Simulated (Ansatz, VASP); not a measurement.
Sb in VASP and in Ansatz

```xyz
2
Lattice="1.8831 -2.6675 0.0000 1.8831 2.6675 0.0000 0.0000 0.0000 5.4210" Properties=species:S:1:pos:R:3 pbc="T T T"
Sb    1.8831   -1.3338    1.3553
Sb    1.8831    1.3338    4.0657
```

Alike in both runs: functional PBE; k mesh 18 × 18 × 10; occupations gaussian, width 0.1 eV; no spin polarisation.

Ansatz relaxed the structure, and its values are those at the end. VASP's run is a single point on that final structure, the one shown.

```csv
,VASP,Ansatz
version,VASP 6.6.1,Ansatz 0.2.0
potentials or method,"VASP PAW PBE potentials, release 64 (Sb)","scalar-relativistic, plane waves, PAW"
plane-wave cutoff (eV),520,420
valence electrons in the cell,10,30
```

```tsv
	VASP	Ansatz	Ansatz less VASP
gap on the k mesh at the Fermi level (eV)	none	none	-
pressure (GPa)	-0.1	0.0	+0.13
```

A gap of «none» marks a metal or a gap that the smearing closes. The two sets of potentials don't hold the same shells in valence.

Spin-orbit coupling is left out, which matters for the levels of Sb.
